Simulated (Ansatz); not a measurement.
**InCuS2 (chalcopyrite), energy against volume**

InCuS2 (chalcopyrite)

```cif
data_Cu2In2S4
_chemical_formula_sum 'Cu2 In2 S4'
_space_group_name_H-M_alt 'P 1'
_space_group_IT_number 1
_cell_length_a 6.79831
_cell_length_b 6.79831
_cell_length_c 6.79831
_cell_angle_alpha 132.076
_cell_angle_beta 132.076
_cell_angle_gamma 70.108
loop_
_space_group_symop_operation_xyz
  'x, y, z'
loop_
_atom_site_label
_atom_site_type_symbol
_atom_site_fract_x
_atom_site_fract_y
_atom_site_fract_z
_atom_site_occupancy
Cu1 Cu 0.75000 0.25000 0.50000 1
Cu2 Cu 0.00000 0.00000 0.00000 1
In1 In 0.25000 0.75000 0.50000 1
In2 In 0.50000 0.50000 0.00000 1
S1 S 0.09666 0.12500 0.47166 1
S2 S 0.65334 0.62500 0.52834 1
S3 S 0.37500 0.90334 0.02834 1
S4 S 0.87500 0.34666 0.97166 1
```

The volume is varied about the relaxed value V₀ at fixed cell shape. The atoms relax within the cell's symmetry.

The numbers are results of r2SCAN (plane waves to 500 eV, PAW, scalar-relativistic; Ansatz, a first-principles code), not measurements. k mesh 9×9×9 (Γ-centred), Fermi-Dirac smearing 0.05 eV. The energy includes the smearing's −TS. Compression counts positive. With the shape held, the modulus is that of even scaling; a crystal free to change shape is softer. InCuS2 is run without spin polarisation. InCuS2 was relaxed with its symmetry unable to fall. ΔE is measured from the relaxed starting cell.

```tsv
V/V₀	ΔE (meV/atom)	P (GPa)
0.940	19.8	5.29
0.950	13.5	4.27
0.960	8.4	3.32
0.970	4.7	2.41
0.980	2.0	1.56
0.990	0.5	0.77
1.000	0.0	0.00
1.010	0.5	-0.72
1.020	1.9	-1.39
1.030	4.1	-2.02
1.040	7.2	-2.62
1.050	11.1	-3.19
1.060	15.6	-3.72
```

Key numbers:

The pressure at the smallest volume is 5.29 GPa and the energy cost of the largest compression is 19.8 meV/atom. The energy cost of the largest expansion is 15.6 meV/atom and the bulk modulus at fixed cell shape B₀ (third-order Birch-Murnaghan fit) is 73.5 GPa. The pressure derivative B₀′ (fit) comes out as 4.8 and the equilibrium volume of the fit is 21.21 Å³/atom. The pressure for 5 % compression (fit) comes out as 4.3 GPa.

The 13 points together took about 50 core-minutes (a rough figure).

(Under strain, the slope of the energy per volume gives the stress and its curvature an elastic modulus.)
